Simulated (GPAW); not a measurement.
Wanted: an ASE script for a GPAW 26.7.0 run.

```yaml
Task: single point
Functional: PBE
Potentials_or_basis: GPAW PAW data sets (gpaw-data 1.2.1)
Cutoff: 600 eV
Basis: pw
k_mesh: 12 × 12 × 12
Occupations: gaussian, width 0.028 eV
Spin: no spin polarisation
Maxiter: 150
```

The structure of Pt lies in POSCAR:

```
Pt
1.0
    0.0000000000      1.9609000000      1.9609000000
    1.9609000000      0.0000000000      1.9609000000
    1.9609000000      1.9609000000      0.0000000000
Pt
1
Direct
    0.0000000000      0.0000000000      0.0000000000
```

The input as run:

run.py

```python
from ase.dft.bandgap import bandgap
from ase.io import read, write
from ase.units import GPa
from gpaw import GPAW, PW

atoms = read('POSCAR')

calc = GPAW(mode=PW(600),
            xc='PBE',
            kpts={'size': (12, 12, 12), 'gamma': True},
            occupations={'name': 'methfessel-paxton', 'order': 0, 'width': 0.028000000000000004},
            nbands=17,
            convergence={'density': 1e-05, 'energy': 1e-05},
            maxiter=150,
            txt='gpaw.txt')
atoms.calc = calc
energy = atoms.get_potential_energy()
forces = atoms.get_forces()
stress = atoms.get_stress()
calc.write('gs.gpw')
write('result.traj', atoms)
print(f'Energy: {energy:.6f} eV')
print('Forces (eV/A):')
print(forces.round(4))
print('Stress (GPa):', (stress / GPa).round(3))
print('Fermi level:', round(calc.get_fermi_level(), 4), 'eV')
print(f'Gap: {bandgap(calc)[0]:.4f} eV, direct: {bandgap(calc, direct=True)[0]:.4f} eV')
```

Potentials or basis: GPAW PAW data sets (gpaw-data 1.2.1), pw.

Launch:

```bash
$ OMP_NUM_THREADS=1 python run.py
```

Results of the run:

The pressure is 9.7 GPa. The band gap on the k mesh is none (metal or under the smearing width).

Wall time 12 s on 1 thread of Arm Neoverse V1 (shared host), peak memory 0.14 GiB.
